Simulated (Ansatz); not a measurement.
# CdTe: the cost of one run

Method: DFT PBEsol, scalar-relativistic, plane waves, PAW, in Ansatz 0.2.0.

3 further runs of the same task are left out: 2 that didn't finish, 1 set aside as unsound or not needed.

## 1. The system as given

The structure is cubic, space group Fm-3m (No. 225). The conventional cell has a = 6.410 Å, b = 6.410 Å, c = 6.410 Å, α = 90.00°, β = 90.00°, γ = 90.00°. Cd (site symmetry m-3m) has 6 Te at 3.20 Å as nearest neighbours. Te (site symmetry m-3m) has 6 Cd at 3.20 Å as nearest neighbours.

As a file:

```cif
data_structure
_symmetry_space_group_name_H-M 'Fm-3m'
_symmetry_Int_Tables_number 225
_cell_length_a 6.4100
_cell_length_b 6.4100
_cell_length_c 6.4100
_cell_angle_alpha 90.000
_cell_angle_beta 90.000
_cell_angle_gamma 90.000
_cell_volume 263.37
loop_
_atom_site_label
_atom_site_type_symbol
_atom_site_symmetry_multiplicity
_atom_site_Wyckoff_symbol
_atom_site_fract_x
_atom_site_fract_y
_atom_site_fract_z
_atom_site_occupancy
Cd1 Cd 4 a 0.00000 0.00000 0.00000 1
Te1 Te 4 b 0.00000 0.50000 0.00000 1
```

This is a trial structure built by rule; it need not be a known or stable form of this composition.

(A quick probe on a coarse mesh, which set the mesh and smearing, is not shown.)

## 3. Full relaxation

Input file input.yaml:

```yaml
crystal:
  lattice:
    - [4.532554, 0.0, 0.0]
    - [-2.266277, 3.925307, 0.0]
    - [0.0, 0.0, 11.102446]
  atoms:
    - { symbol: Cd, position: [0.0, 0.0, 0.0] }
    - { symbol: Te, position: [0.66666667, 0.33333333, 0.16666667] }
    - { symbol: Cd, position: [0.33333333, 0.66666667, 0.33333333] }
    - { symbol: Te, position: [0.0, 0.0, 0.5] }
    - { symbol: Cd, position: [0.66666667, 0.33333333, 0.66666667] }
    - { symbol: Te, position: [0.33333333, 0.66666667, 0.83333333] }
basis:
  ecutwfc: 420
kpoints:
  mp_grid: { grid: [12, 12, 4] }
hamiltonian:
  xc: pbesol
scf:
  occupations: { method: gaussian, width: 0.1 }
output:
  forces: true
  stress: true
  eigenvalues: true
relax:
  adjacent_minimum: "off"
  f_tol: 0.005
  max_steps: 80
  cell: { stress_tol: 0.05 }
```

On the command line:

```console
$ ansatz run input.yaml --threads 1 --pin off --max-ram 2560MiB --backend cpu --events-out ev --progress --plain --runs-dir out
```

**Question.** How long does this run take on 1 thread of Intel Xeon Platinum 8488C (Sapphire Rapids), shared host, and how much memory does it need?

About 2.8 min, with a peak of 0.92 GiB.
